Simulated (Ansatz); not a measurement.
ZnS (Wurtzite-2H) under changes of volume

One of the cells (19.603 Å³/atom); the others are scaled copies at fixed shape and fractional positions:

```xyz
4
Lattice="3.8110 0.0000 0.0000 -1.9055 3.3004 0.0000 0.0000 0.0000 6.2340" Properties=species:S:1:pos:R:3 pbc="T T T"
Zn    1.9055    1.1001    3.1170
Zn    0.0000    2.2003    0.0000
S     1.9055    1.1001    5.5171
S     0.0000    2.2003    2.4001
```

```yaml
Program: Ansatz 0.2.0
Functional: PBEsol
Potentials_or_basis: all-electron LAPW, scalar-relativistic
Cutoff: 289 eV (chosen from the basis error)
Basis_error_allowed: 0.001 eV/atom
k_mesh: 8 × 8 × 5
Occupations: fermi-dirac, width 0.05 eV
Spin: no spin polarisation
```

```tsv
volume (Å³/atom)	energy over the lowest point (meV/atom)	pressure (GPa)	gap on the mesh (eV)	largest force (eV/Å)
18.427	9.76	3.9	2.40	0.386
18.819	2.66	2.0	2.30	0.357
19.211	0.00	0.3	2.21	0.331
19.603	1.30	-1.3	2.11	0.306
19.995	?	?	?	?
20.387	14.19	-3.9	1.93	0.262
20.779	25.07	-5.0	1.85	0.241
```

What does the run at 19.995 Å³/atom give?

Energy over the lowest point 6.16 meV/atom; pressure -2.7 GPa; gap on the mesh 2.02 eV; largest force 0.283 eV/Å.

Worked out: A Birch-Murnaghan fit of order 3 (a polynomial in V^(-2/3)) to the other rows has its minimum at 19.27 Å³/atom with B0 = V·E''(V) = 78 GPa and B' = 4.5 at fixed shape and positions, which overstates the stiffness. It gives 6.16 meV/atom at 19.995 Å³/atom, against the run's 6.16, and -dE/dV = -2.7 GPa, against -2.7. A straight line through the other rows of the gap, of slope -4.6 eV per unit of ln V (its deformation potential), gives 2.02 eV, against the run's 2.02.

Energies are extrapolated to zero smearing.
